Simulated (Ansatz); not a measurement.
## Fm-3m: 3 crystals compared

All 3 crystals share space group Fm-3m (No. 225) and the same kinds of sites, 2 atoms in the primitive cell. They are database entries and needn't be the stable phases. The set is a selection: crystals with no linear-response run were left out. Cells are relaxed by PAW under the functional.

Quantity: dielectric response and Born charges by linear response (direction means). Level: PBEsol, PAW on Ansatz 0.2.0's default frozen-core files (fitted under PBE), scalar-relativistic.

| crystal | cell (conventional) | k mesh | smearing (eV) |
| --- | --- | --- | --- |
| PbSe | a = 6.102 Å | 10×10×10 | none |
| SnTe | a = 6.288 Å | 10×10×10 | none |
| BaTe | a = 6.943 Å | 6×6×6 | none |

Problem. Rank them by largest |Z*|, lowest first.
A. SnTe
B. PbSe
C. BaTe

Solution. C (2.57 e), B (4.84 e), A (7.61 e).

All values:

```json
{"crystal": "PbSe", "ε∞": "25.13", "largest |Z*| (e)": "4.84", "ε₀": "199.6"}
{"crystal": "SnTe", "ε∞": "71.73", "largest |Z*| (e)": "7.61", "ε₀": "2023.4"}
{"crystal": "BaTe", "ε∞": "6.25", "largest |Z*| (e)": "2.57", "ε₀": "12.8"}
```

Known limits: frozen-core PAW files fitted under PBE, their cores solved anew for the functional of the run; no spin-orbit coupling on heavy atoms (PbSe); zone-boundary modes aren't tested; the gap is tiny at this level, and band order or a closed gap can change these values (PbSe, SnTe); field response not resolved by the mesh; rock-salt SnTe distorts to a rhombohedral form at low temperature, and its gap hangs on spin-orbit coupling (SnTe); semilocal gaps are low, so ε∞ comes out large.
